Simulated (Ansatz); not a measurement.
# HgTe (Coloradoite) (F-43m) in Ansatz: further runs

The runs below take HgTe (Coloradoite) through band structure, single point, equation of state, with LDA.

All numbers are computed with Ansatz 0.2.0; they aren't measurements. Logs are shortened: lines on timing, memory, paths and dates and some standing lists are left out, and cuts for length are marked.

**The experiment to reproduce.**

A printed reference work, monograph reports, for a bulk crystal of HgTe: bulk modulus 43 GPa.

The runs below are set against these values where they give the same quantity.

## 1. Starting point

It takes space group F-43m (No. 216, cubic). Conventional cell: a = 6.429 Å, b = 6.429 Å, c = 6.429 Å, α = 90.00°, β = 90.00°, γ = 90.00°. Around Hg (site symmetry -43m) lie 4 Te at 2.78 Å. Te (site symmetry -43m) has 4 Hg at 2.78 Å as nearest neighbours.

## 2. Band structure, LDA

Contents of input.yaml:

```yaml
crystal:
  lattice:
    - [0.0, 3.2145, 3.2145]
    - [3.2145, 0.0, 3.2145]
    - [3.2145, 3.2145, 0.0]
  atoms:
    - { symbol: Hg, position: [0.0, 0.0, 0.0] }
    - { symbol: Te, position: [0.75, 0.75, 0.75] }
hamiltonian:
  xc: lda
  pseudopotentials: { kind: paw }
kpoints:
  mp_grid: { grid: [7, 7, 7] }
  band_path:
    path:
      - [[0.0, 0.0, 0.0], [0.5, 0.0, 0.5], [0.5, 0.25, 0.75], [0.375, 0.375, 0.75], [0.0, 0.0, 0.0], [0.5, 0.5, 0.5], [0.625, 0.25, 0.625], [0.5, 0.25, 0.75], [0.5, 0.5, 0.5], [0.375, 0.375, 0.75]]
      - [[0.625, 0.25, 0.625], [0.5, 0.0, 0.5]]
    npoints: 14
scf:
  occupations: { method: fermi_dirac, width: 0.05 }
  n_extra_bands: 6
output:
  forces: true
  stress: true
  eigenvalues: true
  fatbands: true
```

Potentials or basis: Ansatz PAW.

Started as:

```console
$ ansatz run input.yaml --threads 2 --pin off --max-ram 5632MiB --backend cpu --events-out ev --progress --plain --runs-dir out
```

Output:

```text
Warning: RAYON_NUM_THREADS=2 ignored (pool sized by the plan → 2); use --threads N
scf.n_extra_bands = 6 over 18 filled bands (N_el = 36.0): the run solves 24 bands
Engine: ansatz 0.2.0, x86_64-unknown-linux-gnu
Pseudopotentials: kind: paw
Pseudopotential: Hg, paw, valence charge 20, recommended cutoff 420 eV (normal), Hg.paw.azcp
Pseudopotential: Te, paw, valence charge 16, recommended cutoff 420 eV (normal), Te.paw.azcp
Functional definition: SPW92
  exchange = slater_x
  correlation = pw_c
Crystal: 2 atoms, lattice volume = 66.431 Å³
Basis set: ecut = 420 eV, 1291 PW (Γ)
Bands: 24, of which v1, the nominal top of the filled ones, is band 18 counted from 1 (17 counted from 0)
Symmetry: 24 space group operations
Space group: F-43m (ITA 216), of the structure as read, at distance tolerance 4.1e-5 Å
k-points: 20 of 343 (time reversal used)
Non-local potential: Hg, projectors of the file, l = 0: 3, l = 1: 2, l = 2: 2, l = 3: 1
Non-local potential: Te, projectors of the file, l = 0: 2, l = 1: 2, l = 2: 2, l = 3: 2
PAW form: soft (Blöchl's): semilocal exchange-correlation on the pseudo side does not see the compensation charge
PAW frozen core: Hg, regenerated for the run's functional, and the local potential with it (the file was generated under x = pbe(κ = 0.804, μ = 0.2195149727645171), c = pbe(β = 0.06672455060314922))
PAW frozen core: Te, regenerated for the run's functional, and the local potential with it (the file was generated under x = pbe(κ = 0.804, μ = 0.2195149727645171), c = pbe(β = 0.06672455060314922))
PAW one-centre angular grid: Hg, 590 points (default); XC on 64 Gauss nodes
PAW one-centre angular grid: Te, 590 points (default); XC on 64 Gauss nodes
Initial density: superposition of atomic densities (neutral atoms: chi_scale 0, normalization atom), corrected by the library's trained network
Initial wavefunctions: pseudopotential atomic-orbital guess
Functional: x = slater, c = lda
SCF iter   1: F=—  HF=-20349.885819 eV  |F-HF|=—  |Δ(HF+E_count)|=         —  Δρ=4.46e-3  dr2=8.61e-3  ethr=1.77e-3  ⟨swp⟩=6.0  Hψ=2292  notcnv=0  defer=3
preconditioner: auto → none  [insulator: Δε(μ)=0.568 eV  Ē_g=12.025 eV  σ=0.050 eV  W_gap=0.69  n_scr=14 (ndim 8)  ℏωp=19.3 eV  f_vac=0.179  D(μ)=0.08/eV (n_scr^D=0)  ε∞_Penn≈3.6]
SCF iter   2: F=—  HF=-20349.882781 eV  |F-HF|=—  |Δ(HF+E_count)|=   3.04e-3  Δρ=1.87e-3  dr2=8.04e-4  ethr=2.39e-5  ⟨swp⟩=2.0  Hψ=999  notcnv=0  defer=23
SCF iter   3: F=—  HF=-20349.882803 eV  |F-HF|=—  |Δ(HF+E_count)|=   2.19e-5  Δρ=6.65e-4  dr2=1.11e-4  ethr=2.23e-6  ⟨swp⟩=1.0  Hψ=454  notcnv=0  defer=23
SCF iter   4: F=—  HF=-20349.882808 eV  |F-HF|=—  |Δ(HF+E_count)|=   5.58e-6  Δρ=2.57e-5  dr2=3.79e-7  ethr=3.08e-7  ⟨swp⟩=1.0  Hψ=454  notcnv=0  defer=23
SCF iter   5: F=—  HF=-20349.882814 eV  |F-HF|=—  |Δ(HF+E_count)|=   5.59e-6  Δρ=1.45e-5  dr2=1.77e-7  ethr=1.05e-9  ⟨swp⟩=2.2  Hψ=835  notcnv=0  defer=23
SCF iter   6: F=-20349.882814 eV  HF=-20349.882814 eV  |F-HF|=1.98e-9  |Δ(HF+E_count)|=   4.81e-8  Δρ=3.53e-6  dr2=5.77e-9  ethr=2.78e-10  ⟨swp⟩=9.2  Hψ=2129  notcnv=0
SCF 1 converged in 6 iterations: F = -20349.882814 eV  dr2 = 5.77e-9
NSCF: frozen V_eff on 142 k-points
SCF converged after 6 iterations
Free energy (F): -20349.882814 eV
Harris-Foulkes:  -20349.882814 eV  (|F-HF|=1.98e-9)
Internal energy: -20349.882129 eV  (E = F + TS)
E sigma→0 (E₀):  -20349.882471 eV
Entropy (-TS):   -0.000685 eV (-0.342 meV/atom)
Fermi energy:    8.708880 eV
--- Per-component energies (eV) ---
  E_band       = -776.246979
  E_kinetic    = 786.187426
  E_local      = -4782.301362  (includes V_loc(G=0)·N_el)
  E_nonlocal   = -224.499317
  E_hartree    = 2320.459186
  E_xc         = -342.821619
  E_vxc        = -366.916519  (∫ρ·V_xc dr)
  E_paw        = -14165.104244  (= ΣΔE_a)
  E_vpaw       = -829.633461  (= ΣTr[D̂ρ^β])
  E_aug_tail   = 0.000658  (compensation charges beyond the density's cutoff)
  E_ewald      = -3943.057611
  E_core_change = 1.254754  (= ΣΔE_core)
  E_smearing   = -0.000685  (= −TS)
  E_closure    = -0.000000  (closes the sum)
  Σ components = -20349.882814   (vs F -20349.882814, Δ=0.00e0)
--- Forces (eV/Å), atoms counted from 1 ---
  atom   1  Hg    -0.00000000    -0.00000000     0.00000000
  atom   2  Te     0.00000000    -0.00000000    -0.00000000
  max |Σ_I F_I| component: 9.25e-17 eV/Å
--- Stress (GPa, compression-positive) ---
        0.159448       0.000000      -0.000000
       -0.000000       0.159448       0.000000
       -0.000000       0.000000       0.159448
  P = ⅓ Tr σ = 0.1594 GPa (1.594 kbar)
--- Band table (eV; the first three rows and the last of 20) ---
  k-point 0: bands = ["-106.4820", "-54.7850", "-54.7850", "-54.7850", "-28.0435", "-28.0435", "-28.0435", "-28.0337", "-28.0337", "-3.5250", "1.2318", "1.2318", "1.2318", "1.7855", "1.7855", "7.7813", "8.6685", "8.6685", "8.6685", "12.8281", "12.8281", "12.8281", "14.8791", "18.3587"]
  k-point 1: bands = ["-106.4820", "-54.7850", "-54.7850", "-54.7850", "-28.0436", "-28.0434", "-28.0434", "-28.0336", "-28.0336", "-3.4218", "1.2604", "1.2604", "1.2674", "1.7826", "1.7826", "6.5033", "8.4364", "8.4364", "9.3193", "12.7355", "13.1282", "13.1282", "16.0456", "17.3249"]
  k-point 2: bands = ["-106.4820", "-54.7851", "-54.7850", "-54.7850", "-28.0438", "-28.0433", "-28.0433", "-28.0336", "-28.0336", "-3.1755", "1.3184", "1.3184", "1.4501", "1.7864", "1.7864", "4.7629", "7.9935", "7.9935", "9.3971", "13.5548", "13.5548", "13.8117", "16.1061", "17.2866"]
  k-point 19: bands = ["-106.4820", "-54.7851", "-54.7850", "-54.7850", "-28.0439", "-28.0435", "-28.0430", "-28.0336", "-28.0333", "-2.7385", "1.4437", "1.5048", "1.7124", "1.7694", "2.3469", "3.0654", "5.6852", "6.4304", "11.4395", "12.9803", "14.2295", "15.1302", "17.2834", "18.7738"]
```

It took 4.7 s on 2 threads of Intel Xeon 6975P-C (Granite Rapids), shared host; peak memory 0.43 GiB.

What came out:

- Free energy: -20349.8828 eV
- Pressure: 0.2 GPa
- Band gap on the k mesh: none (metal or under the smearing width)

Levels at the corners of the path, in eV from the Fermi level:
```
point  band 15  band 16  band 17  band 18  band 19  band 20  band 21  band 22
    Γ    -6.92    -0.93    -0.04    -0.04    -0.04     4.12     4.12     4.12
    X    -6.47    -5.61    -2.40    -2.40     1.77     2.25     8.01     8.80
    W    -6.29    -5.72    -2.82    -2.69     3.06     4.46     5.13     6.00
    K    -6.38    -5.65    -3.07    -2.00     2.11     3.87     6.87     7.12
    Γ    -6.92    -0.93    -0.04    -0.04    -0.04     4.12     4.12     4.12
    L    -6.62    -5.70    -1.07    -1.07     0.53     4.94     4.94     6.57
    U    -6.38    -5.65    -3.07    -2.00     2.11     3.87     6.87     7.12
    W    -6.29    -5.72    -2.82    -2.69     3.06     4.46     5.13     6.00
    L    -6.62    -5.70    -1.07    -1.07     0.53     4.94     4.94     6.57
    K    -6.38    -5.65    -3.07    -2.00     2.11     3.87     6.87     7.12
    U    -6.38    -5.65    -3.07    -2.00     2.11     3.87     6.87     7.12
    X    -6.47    -5.61    -2.40    -2.40     1.77     2.25     8.01     8.80
```

Caveat: spin-orbit coupling is left out, which moves the levels of the heavy elements; the PAW data sets come from PBE, with cores solved anew for the run's functional, which leaves a small shift of forces and pressure.

(Continued in part 2 of 2.)
